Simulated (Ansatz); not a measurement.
# Cu3N: the cost of one run

Computed with Ansatz 0.2.0 (DFT PBEsol, scalar-relativistic, plane waves, PAW, unless a step's input says otherwise).

The COD entry's cell or inner coordinates are ideal or old and differ from later refinements, so a difference from it is no clean test against experiment.

That is the level of the relaxation; later steps name their own.

2 further runs of the same task are left out: 2 set aside as unsound or not needed.

### Step 1. Starting point

It takes space group Pm-3m (No. 221, cubic). Conventional cell: a = 3.765 Å, b = 3.765 Å, c = 3.765 Å, α = 90.00°, β = 90.00°, γ = 90.00°. Cu (site symmetry 4/mmm) is surrounded by 2 N at 1.88 Å. N (site symmetry m-3m) is surrounded by 6 Cu at 1.88 Å.

Structure file:

```
Cu N
1.0
     3.76502    0.00000    0.00000
     0.00000    3.76502    0.00000
     0.00000    0.00000    3.76502
Cu N
3 1
Direct
  0.50000 0.00000 0.00000
  0.00000 0.50000 0.00000
  0.00000 0.00000 0.50000
  0.00000 0.00000 0.00000
```

This cell was relaxed beforehand with the same method: volume 13.34 Å³/atom, gap on the mesh none (metal).

### Step 2. The run at PBEsol

Contents of input.yaml:

```yaml
crystal:
  lattice:
    - [3.7650243478, 0.0, 0.0]
    - [0.0, 3.7650243478, 0.0]
    - [0.0, 0.0, 3.7650243478]
  atoms:
    - { symbol: Cu, position: [0.5, 0.0, 0.0] }
    - { symbol: Cu, position: [0.0, 0.5, 0.0] }
    - { symbol: Cu, position: [0.0, 0.0, 0.5] }
    - { symbol: "N", position: [0.0, 0.0, 0.0] }
basis:
  ecutwfc: 420
kpoints:
  mp_grid: { grid: [12, 12, 12] }
  band_path:
    path:
      - [0.0, 0.0, 0.0]
      - [0.0, 0.5, 0.0]
      - [0.5, 0.5, 0.0]
      - [0.5, 0.5, 0.5]
      - [0.0, -0.5, -0.5]
    npoints: 1
hamiltonian:
  xc: pbesol
scf:
  occupations: { method: gaussian, width: 0.1 }
  n_extra_bands: 5
output:
  forces: true
  stress: true
  eigenvalues: true
```

Command:

```console
> ansatz run input.yaml --threads 2 --pin off --max-ram 5120MiB --backend cpu --events-out ev --progress --plain --runs-dir out
```

**Question.** How long does this run take on 2 threads of Arm Neoverse V1, shared host, and how much memory does it need?

About 5.4 s, with a peak of 0.4 GiB.
